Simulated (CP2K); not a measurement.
Runs of CP2K 2026.2 on RbBr. It takes space group Fm-3m (No. 225, cubic). Conventional cell: a = 6.854 Å, b = 6.854 Å, c = 6.854 Å, α = 90.00°, β = 90.00°, γ = 90.00°. Rb (site symmetry m-3m) is surrounded by 6 Br at 3.43 Å. Br (site symmetry m-3m) has 6 Rb at 3.43 Å as nearest neighbours. 

```tsv
level	cutoff radius of the dispersion sum (A)	D3 from the s-dftd3 library (D3_REFERENCE_CODE)	cutoff of the non-local correlation (Ry)	gap on the mesh (eV)	pressure (GPa)
r2SCAN	-	-	-	4.94	0.6
r2SCAN+D4	20	-	-	4.94	0.4
r2SCAN+D3(BJ)	20	yes	-	4.94	0.2
r2SCAN+D3(BJ)+ATM	20	yes	-	4.94	0.2
r2SCAN+rVV10	-	-	300	4.83	(a)
```

Alike in all rows: task single point; potentials or basis POTENTIAL_UZH Rb GTH-SCAN-q9, Br GTH-SCAN-q7; TZVP-MOLOPT-SCAN-GTH basis; no spin polarisation; cell as given; k mesh 7 × 7 × 7; smearing fermi-dirac 0.05 eV.

Problem. Fill in the values left out.

Solution. (a) 0.1.

Caveats: an odd mesh through Γ misses points on the zone boundary, where band edges often lie; the basis of atomic orbitals isn't converged, which shifts pressures, moduli and gaps.

A k mesh can miss the band edges, and the runs leave out spin-orbit coupling on Br, Rb.

Runs at the PBE level aren't shown here.
